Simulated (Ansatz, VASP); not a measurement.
## TiTe2: VASP beside Ansatz

One calculation is typed for both programs; each brings its own data sets. How far apart do they land? The structure shown is the start of the Ansatz relaxation below; VASP solves that cell, so the two are compared at the walk's first step.

Main program and level: Ansatz 0.2.0; plane waves, with VASP 6.6.1 beside it; single point at PBE.

## (1) The starting structure

The cell holds 3 atoms: 1 Ti and 2 Te. Its edges and angles: a = 3.589 Å, b = 3.589 Å, c = 30.970 Å, α = 90.0°, β = 90.0°, γ = 120.0°. Vacuum lies along c. The height across the vacuum is the one that the program set for its solve, not the one typed.

## (2) Ansatz: relaxation, PBE

Ansatz runs on its default PAW (the set named soft_2) files.

The two programs are compared at the cell with which this relaxation starts, whose forces are those of its first step.

Input file input.yaml:

```yaml
crystal:
  lattice:
    - [3.5894, 0.0, 0.0]
    - [-1.7947, 3.1085115843, 0.0]
    - [0.0, 0.0, 19.2265366365]
  atoms:
    - { symbol: Ti, position: [0.0, 0.0, 0.5] }
    - { symbol: Te, position: [0.3333333333, 0.6666666667, 0.5932297404] }
    - { symbol: Te, position: [0.3333333333, 0.6666666667, 0.4067702596] }
  periodic: [true, true, false]
kpoints:
  mp_grid: { grid: [6, 6, 1] }
hamiltonian:
  xc: pbe
scf:
  occupations: { method: fermi_dirac, width: 0.02 }
relax:
  f_tol: 0.01
  max_steps: 80
  cell: {}
```

The run is started by

```bash
> ansatz run input.yaml --threads 8 --pin off --max-ram 14745MiB --backend cpu --events-out ev --progress --plain --runs-dir out
```

Numbers of over 12 decimals in the logs are rounded to 6 here.

What it wrote:

```text
Warning: crystal.periodic: the lattice vector that does not repeat stood 0.000° off the slab's normal, 19.227 Å along it as the deck builds it. The run solves the slab on a vector along the normal, 30.970 Å long, with every atom where it was (on the deck's vector they left 15.64 Å outside them, and the widest stretch free of ions among them is 1.79 Å). A fractional position that the run reports is one of the run's ce [...]
crystal.periodic: the lattice vector that does not repeat stood 0.000° off the slab's normal, 19.227 Å along it as the deck builds it. The run solves the slab on a vector along the normal, 30.970 Å long, with every atom where it was (on the deck's vector they left 15.64 Å outside them, and the widest stretch free of ions among them is 1.79 Å). A fractional position that the run reports is one of the run's cell, which [...]
Engine: ansatz 0.2.0, aarch64-unknown-linux-gnu
Pseudopotentials: kind: paw
Pseudopotential: Ti, paw, valence charge 12, recommended cutoff 420 eV (normal), Ti.paw.azcp
Pseudopotential: Te, paw, valence charge 16, recommended cutoff 420 eV (normal), Te.paw.azcp
Functional definition: PBE
  parameter kappa = 0.804
  parameter beta = 0.066725
  exchange = pbe_x(kappa = kappa, mu = beta*pi^2/3)
  correlation = pbe_c(beta = beta)
Crystal: 3 atoms, lattice volume = 345.553 Å³
Basis set: ecut = 420 eV, 6649 PW (Γ), exchange–correlation on 48×48×432 points (8 copies of the dense FFT grid, shifted against one another)
Bands: 27, of which v1, the nominal top of the filled ones, is band 22 counted from 1 (21 counted from 0)
Symmetry: 12 space group operations
Space group: P-6m2 (ITA 187), of the structure as read, at distance tolerance 7.0e-5 Å
k-points: 7 of 36 (time reversal used)
Non-local potential: Ti, projectors of the file, l = 0: 3, l = 1: 2, l = 2: 3, l = 3: 1
Non-local potential: Te, projectors of the file, l = 0: 2, l = 1: 2, l = 2: 2, l = 3: 2
PAW form: soft (Blöchl's): semilocal exchange-correlation on the pseudo side does not see the compensation charge
PAW one-centre angular grid: Ti, 590 points (default); XC on 64 Gauss nodes
PAW one-centre angular grid: Te, 590 points (default); XC on 64 Gauss nodes
Initial density: superposition of atomic densities (neutral atoms: chi_scale 0, normalization atom), corrected by the library's trained network
Initial wavefunctions: pseudopotential atomic-orbital guess
Functional: x = pbe(κ = 0.804, μ = 0.219515), c = pbe(β = 0.066725)
SCF iter   1: F=—  HF=-16461.217096 eV  |F-HF|=—  |Δ(HF+E_count)|=         —  Δρ=3.81e-3  dr2=1.82e-1  ethr=1.77e-3  ⟨swp⟩=14.1  Hψ=1263  notcnv=0
preconditioner: auto → LDOS  [insulator: Δε(μ)=0.091 eV  Ē_g=6.484 eV  σ=0.020 eV  W_gap=0.61  n_scr=18 (ndim 8)  ℏωp=8.0 eV  f_vac=0.751  D(μ)=2.31/eV (n_scr^D=10)  ε∞_Penn≈2.5  β→1.0]
[...]
SCF iter   5: F=—  HF=-16461.323560 eV  |F-HF|=—  |Δ(HF+E_count)|=   3.35e-5  Δρ=8.45e-5  dr2=4.31e-5  ethr=7.47e-7  ⟨swp⟩=3.6  Hψ=359  notcnv=0
SCF iter   6: F=—  HF=-16461.323512 eV  |F-HF|=—  |Δ(HF+E_count)|=   4.81e-5  Δρ=2.65e-5  dr2=4.21e-6  ethr=9.79e-8  ⟨swp⟩=2.4  Hψ=284  notcnv=0
SCF iter   7: F=-16461.323511 eV  HF=-16461.323512 eV  |F-HF|=9.60e-8  |Δ(HF+E_count)|=   5.49e-7  Δρ=7.86e-6  dr2=2.83e-7  ethr=6.82e-10  ⟨swp⟩=5.3  Hψ=952  notcnv=0
SCF 3 converged in 7 iterations: F = -16461.323511 eV  dr2 = 2.83e-7
relax step   3: F+E_penalty+E_count = -16461.32351146 eV  Δ(F+E_penalty+E_count) = -3.252e-2 eV  max|allowed force component| = 2.057e-1 eV/Å  Δτ_max = 0.1071 Å  P = -0.678 N/m  Ω = 388.668 Å³  energy of the carried Pulay correction = -1.411e-3 eV  fix = [c, alpha, beta]  reactions: c -0.000 N/m  (7 SCF iters, dr2 threshold 3.00e-7 eV, accepted)
[...]
relax step   4: F+E_penalty+E_count = -16461.33696695 eV  Δ(F+E_penalty+E_count) = -1.346e-2 eV  max|allowed force component| = 2.992e-2 eV/Å  Δτ_max = 0.0355 Å  P = -0.016 N/m  Ω = 378.921 Å³  energy of the carried Pulay correction = -1.107e-3 eV  fix = [c, alpha, beta]  reactions: c -0.000 N/m  (7 SCF iters, dr2 threshold 3.00e-7 eV, accepted)
[...]
relax step   5: F+E_penalty+E_count = -16461.33705285 eV  Δ(F+E_penalty+E_count) = -8.591e-5 eV  max|allowed force component| = 7.937e-4 eV/Å  Δτ_max = 0.0032 Å  P = -0.002 N/m  Ω = 379.157 Å³  energy of the carried Pulay correction = -1.114e-3 eV  fix = [c, alpha, beta]  reactions: c -0.000 N/m  (5 SCF iters, dr2 threshold 5.60e-8 eV, accepted)
[...]
relax step   6: F+E_penalty+E_count = -16461.33813502 eV  Δ(F+E_penalty+E_count) = -1.082e-3 eV  max|allowed force component| = 1.020e-3 eV/Å  Δτ_max = 0.0000 Å  P = +0.003 N/m  Ω = 379.157 Å³  fix = [c, alpha, beta]  reactions: c +0.000 N/m  stress off target by 2.72e-3 N/m on what of the cell is left free  SCF on the basis re-selected at this cell (its energy is not comparable with the rows above)  (8 SCF iters)
basis re-selected at this cell: Δ(F+E_penalty+E_count) = -1.082e-3 eV, ΔP = +0.004 N/m vs the last step (what re-selecting the basis moved, of the pressure what is left beyond the Pulay correction that the steps carried, after the strain that the cell walked since its last selection, with what the two solves' SCF thresholds leave and, on support functions, any second-order correction that the steps lacked; it is no measure of the basis error at this ecutwfc). The dense FFT grid was sized anew with the basis: this SCF ran on 27×27×216 points, the steps before it on 24×24×216, so part of this shift can come from that change (see relax.cell in the input reference). [rest of the remark cut]
SCF converged after 8 iterations
Free energy (F): -16461.338135 eV
Harris-Foulkes:  -16461.338135 eV  (|F-HF|=3.27e-11)
Internal energy: -16461.337985 eV  (E = F + TS)
E sigma→0 (E₀):  -16461.338060 eV
Entropy (-TS):   -0.000150 eV (-0.050 meV/atom)
Fermi energy:    -5.244159 eV
--- Per-component energies (eV) ---
  E_band       = -1331.500164
  E_kinetic    = 632.404380
  E_local      = -87799.975844  (includes V_loc(G=0)·N_el)
  E_nonlocal   = -611.689298
  E_hartree    = 43854.444009
  E_xc         = -345.811649
  E_vxc        = -329.845875  (∫ρ·V_xc dr)
  E_paw        = -10372.632918  (= ΣΔE_a)
  E_vpaw       = -931.280913  (= ΣTr[D̂ρ^β])
  E_aug_tail   = -0.000236  (compensation charges beyond the density's cutoff)
  E_ewald      = 38181.923571
  E_smearing   = -0.000150  (= −TS)
  E_closure    = -0.000000  (closes the sum)
  Σ components = -16461.338135   (vs F -16461.338135, Δ=0.00e0)
--- Forces (eV/Å), atoms counted from 1 ---
  atom   1  Ti     0.00000000     0.00000000     0.00000000
  atom   2  Te    -0.00000000    -0.00000000    -0.00101997
  atom   3  Te    -0.00000000    -0.00000000     0.00101997
  max |Σ_I F_I| component: 2.54e-17 eV/Å
--- 2D stress c σ (N/m, compression-positive) ---
        0.002725       0.000000      -0.000000
        0.000000       0.002725       0.000000
       -0.000000       0.000000       0.000000
  P = ½ c Tr σ = 0.0027 N/m
--- Relaxed structure (5 steps of the walk, 5 accepted, 1 SCFs on fresh bases) ---
  F+E_penalty+E_count = -16461.33813502 eV   max|allowed force component| = 1.020e-3 eV/Å   (the final SCF, on the basis selected at the relaxed cell)
  cell:  # Å, volume = 379.1573 Å³
    - [3.759882, 0, 0]
    - [-1.879941, 3.256153, 0]
    - [0, 0, 30.969940]
  atoms:
    - { symbol: Ti, position: [0, -2.8783559898885975e-17, 0.310406] }
    - { symbol: Te, position: [0.333333, 0.666667, 0.367884] }
    - { symbol: Te, position: [0.333333, 0.666667, 0.252928] }
```

In the SCF lines HF is the Harris–Foulkes energy and dr2 the Hartree energy of the density residual, in eV; the loop may stop once dr2 is under the threshold and the program's other checks hold. Hψ counts applications of the Hamiltonian.

## (3) VASP: single point, PBE, start cell

The same cell, functional, mesh and smearing now go to VASP, with its own data sets.

Lines of VASP's logs that name or quote its potential files are left out, and so is its time.

Input file INCAR:

```
SYSTEM = TiTe2
PREC = Accurate
ENCUT = 400
EDIFF = 1E-06
NELM = 120
ISMEAR = -1
SIGMA = 0.02
LREAL = .FALSE.
ALGO = Normal
GGA = PE
NBANDS = 18
LASPH = .TRUE.
LORBIT = 11
LWAVE = .FALSE.
LCHARG = .FALSE.
ISIF = 2
LDIPOL = .TRUE.
IDIPOL = 3
DIPOL = 0.5 0.5 0.31
LVHAR = .TRUE.
GGA_COMPAT = .FALSE.
EFERMI = MIDGAP
NELMDL = -8
```

Input file POSCAR:

```
TiTe2
1.0
    3.5894000000      0.0000000000      0.0000000000
   -1.7947000000      3.1085120000      0.0000000000
    0.0000000000      0.0000000000     30.9699400000
Ti Te
1 2
Direct
    0.0000000000      0.0000000000      0.3104064134
    0.3333332797      0.6666665594      0.3682846334
    0.3333332797      0.6666665594      0.2525281935
```

Input file KPOINTS:

```
Automatic mesh
0
Gamma
6 6 1
0 0 0
```

The projector-augmented-wave data sets are Ti_sv and Te (PBE family, release 64).

The run is started by

```bash
> mpirun -np 1 vasp_std
```

What it wrote:

```text
[banner, memory and clock lines left out]
running    1 mpi-ranks, on    1 nodes
 distrk:  each k-point on    1 cores,    1 groups
 distr:  one band on    1 cores,    1 groups

 POSCAR found type information on POSCAR TiTe
 POSCAR found :  2 types and       3 ions
 LDA part: xc-table for (Slater+PW92), standard interpolation
 POSCAR, INCAR and KPOINTS ok, starting setup
 FFT: planning ... GRIDC
 FFT: planning ... GRID_SOFT
 FFT: planning ... GRID
 WAVECAR not read
 entering main loop
       N       E                     dE             d eps       ncg     rms          rms(c)
DAV:   1     0.143076816947E+03    0.14308E+03   -0.93285E+03   308   0.810E+02
DAV:   2     0.105230644676E+01   -0.14202E+03   -0.13811E+03   340   0.216E+02
DAV:   3    -0.164587678779E+02   -0.17511E+02   -0.17447E+02   468   0.676E+01
DAV:   4    -0.175311865832E+02   -0.10724E+01   -0.10670E+01   334   0.160E+01
DAV:   5    -0.176419926526E+02   -0.11081E+00   -0.11073E+00   416   0.420E+00
DAV:   6    -0.176429114587E+02   -0.91881E-03   -0.91876E-03   328   0.495E-01
DAV:   7    -0.176429420333E+02   -0.30575E-04   -0.30574E-04   408   0.788E-02
DAV:   8    -0.176429422474E+02   -0.21412E-06   -0.21460E-06   336   0.763E-03    0.125E+01
DAV:   9    -0.176698752044E+02   -0.26933E-01   -0.27299E+01   288   0.368E+01    0.137E+01
DAV:  10    -0.162914050416E+02    0.13785E+01   -0.35177E+01   332   0.348E+01    0.629E+00
DAV:  11    -0.157967147325E+02    0.49469E+00   -0.14034E+00   290   0.920E+00    0.246E+00
DAV:  12    -0.157352585084E+02    0.61456E-01   -0.67235E-01   354   0.555E+00    0.122E+00
DAV:  13    -0.157289304536E+02    0.63281E-02   -0.76853E-02   296   0.252E+00    0.507E-01
DAV:  14    -0.157280237826E+02    0.90667E-03   -0.71672E-03   300   0.731E-01    0.130E-01
[...]
DAV:  20    -0.157281881889E+02   -0.79792E-04   -0.52730E-06   298   0.943E-03    0.630E-03
DAV:  21    -0.157282240428E+02   -0.35854E-04   -0.13265E-06   258   0.529E-03    0.362E-03
DAV:  22    -0.157282508524E+02   -0.26810E-04   -0.84618E-07   242   0.432E-03    0.287E-03
DAV:  23    -0.157282583494E+02   -0.74970E-05   -0.22259E-07   240   0.197E-03    0.180E-03
DAV:  24    -0.157282630518E+02   -0.47025E-05   -0.94809E-08   194   0.175E-03    0.630E-04
DAV:  25    -0.157282658533E+02   -0.28014E-05   -0.12808E-07   212   0.186E-03    0.747E-04
DAV:  26    -0.157282674774E+02   -0.16242E-05   -0.23079E-08   158   0.833E-04    0.223E-04
DAV:  27    -0.157282681792E+02   -0.70182E-06   -0.10803E-08   156   0.350E-04
   1 F= -.15728268E+02 E0= -.15726808E+02  d E =-.291980E-02
```

OUTCAR, selected parts (step 3):

```text
ion  position               nearest neighbor table
   1  0.000  0.000  0.310-   3 2.74   2 2.74   3 2.74   3 2.74   2 2.74   2 2.74
   2  0.333  0.667  0.368-   1 2.74   1 2.74   1 2.74   3 3.58
   3  0.333  0.667  0.253-   1 2.74   1 2.74   1 2.74   2 3.58

  LATTYP: Found a hexagonal cell.
 ALAT       =     3.5894000000
 C/A-ratio  =     8.6281662673

 Subroutine GETGRP returns: Found 12 space group operations
 (whereof  6 operations were pure point group operations)

The static configuration has the point symmetry C_3v.
 The point group associated with its full space group is D_3h.

 Found      7 irreducible k-points:

   k-points           NKPTS =      7   k-points in BZ     NKDIM =      7   number of bands    NBANDS=     18

   dimension x,y,z NGX =    24 NGY =   24 NGZ =  210
   dimension x,y,z NGXF=    48 NGYF=   48 NGZF=  420

   ENCUT  =  400.0 eV  29.40 Ry    5.42 a.u.   5.85  5.85 50.50*2*pi/ulx,y,z

   NELECT =      24.0000    total number of electrons

 k-points in reciprocal lattice and weights: Automatic mesh
   0.00000000  0.00000000  0.00000000       0.028
   0.16666667  0.00000000  0.00000000       0.167
   0.33333333  0.00000000  0.00000000       0.167
   0.50000000  0.00000000  0.00000000       0.083
   0.16666667  0.16666667  0.00000000       0.167
   0.33333333  0.16666667  0.00000000       0.333
   0.33333333  0.33333333  0.00000000       0.056

 dipolmoment           0.000000      0.000000      0.000003 electrons x Angstroem

 average (electrostatic) potential at core
       1 -83.4068       2 -96.1709       3 -96.1709

 E-fermi :  -2.4127

 k-point     1 :       0.0000    0.0000    0.0000
  band No.  band energies     occupation
    ...
      6     -13.7109      2.00000
      7      -6.8307      2.00000
      8      -3.8290      2.00000
      9      -3.0418      2.00000
     10      -3.0418      2.00000
     11      -2.2936      0.00517
     12      -2.2936      0.00517
     13      -1.7570      0.00000
     14       0.7635      0.00000
     15       0.7635      0.00000
    ...

 k-point     2 :       0.1667    0.0000    0.0000
  band No.  band energies     occupation
    ...
      8      -4.0630      2.00000
      9      -3.9561      2.00000
     10      -2.9085      2.00000
     11      -2.8961      2.00000
     12      -2.7338      2.00000
     13      -1.8574      0.00000
     14      -0.1449      0.00000
     15       0.0095      0.00000
     16       0.3500      0.00000
     17       0.9457      0.00000
    ...

 k-point     3 :       0.3333    0.0000    0.0000
  band No.  band energies     occupation
    ...
      8      -5.5712      2.00000
      9      -5.4417      2.00000
     10      -3.4168      2.00000
     11      -3.3744      2.00000
     12      -2.6467      1.99998
     13      -2.3352      0.04069
     14      -0.4020      0.00000
     15      -0.3577      0.00000
     16       0.3611      0.00000
     17       1.1197      0.00000
    ...

  Total        2.9994449      2.9994458      1.7260528      0.0000000      0.0000000      0.0000000
  in kB       13.9071042     13.9071079      8.0029460      0.0000000      0.0000000      0.0000000
  external PRESSURE =      11.9390527 kB  Pullay stress =       0.0000000 kB

  energy-cutoff  :      400.00
  volume of cell :      345.55
      direct lattice vectors                 reciprocal lattice vectors
     3.589400000  0.000000000  0.000000000     0.278598094  0.160848663  0.000000000
    -1.794700000  3.108512000  0.000000000     0.000000000  0.321697327  0.000000000
     0.000000000  0.000000000 30.969940000     0.000000000  0.000000000  0.032289375

 POSITION                                       TOTAL-FORCE (eV/Angst)
 -----------------------------------------------------------------------------------
      0.00000      0.00000      9.61327        -0.000000      0.000000      0.000000
      0.00000      2.07234     11.40575        -0.000000     -0.000000      0.503416
      0.00000      2.07234      7.82078         0.000000     -0.000000     -0.503416
 -----------------------------------------------------------------------------------
    total drift:                                0.000000      0.000187      0.000098

  FREE ENERGIE OF THE ION-ELECTRON SYSTEM (eV)
  ---------------------------------------------------
  free  energy   TOTEN  =       -15.7282681792 eV

  energy  without entropy=      -15.7253483822  energy(sigma->0) =      -15.72680828

 vacuum level on the upper side and lower side of the slab         2.700         2.700

 total charge
# of ion       s       p       d       tot
------------------------------------------
    1        2.166   6.134   1.928  10.229
    2        1.385   2.023   0.042   3.449
    3        1.385   2.023   0.042   3.449
--------------------------------------------------
tot          4.936  10.180   2.012  17.128

[... 3 further parts left out ...]
```

## (4) Differences

Known differences besides the potentials themselves: Ansatz cuts the interaction across the vacuum, VASP repeats the sheet with a dipole correction; the data sets hold 44 valence electrons in Ansatz (on its default PAW (the set named soft_2) files) and 24 in VASP; the cutoff is 420 eV in Ansatz and 400 eV in VASP. Total energies have different zeros and are not compared.

Forces (eV/Å; atoms numbered as in POSCAR):

```
atom        Ansatz x, y, z          VASP x, y, z
 Ti1   0.000, 0.000, 0.000   0.000, 0.000, 0.000
 Te2   0.000, 0.000, 0.486   0.000, 0.000, 0.503
 Te3  0.000, 0.000, -0.486  0.000, 0.000, -0.503
```

The forces differ by 8.4 meV/Å r.m.s., which is 3.5 % of the r.m.s. force of 0.237 eV/Å (both taken over all components). With vacuum in the cell, a pressure given here is an average over mostly empty space and none of the material.

## (5) Outcome

- r.m.s. force difference (single point, PBE, start cell): 3.5 % of the r.m.s. force

**Reading.** The r.m.s. force difference is 3.5 % of the r.m.s. force (single point, PBE, start cell), beyond the 3 % picked in this series as the mark of a large difference. The data sets hold unlike numbers of valence electrons (44 in Ansatz and 24 in VASP), so part of the differences comes from the potentials. 1 further run of this series is not shown here. How closely two codes agree says nothing of how well the functional describes the real material.

[Lines on the potential files, build, host, timing and source positions are cut from VASP's logs without a mark.]

[Logs are printed without paths, hosts, clocks, repeated set-up lines and the standing remarks that a program may print on its own settings, such as how far it seeks lower states.]

[Hosts, paths, dates, database ids (printed as entryN), source tags and the programs' standing remarks are cut or masked in the printed files.]
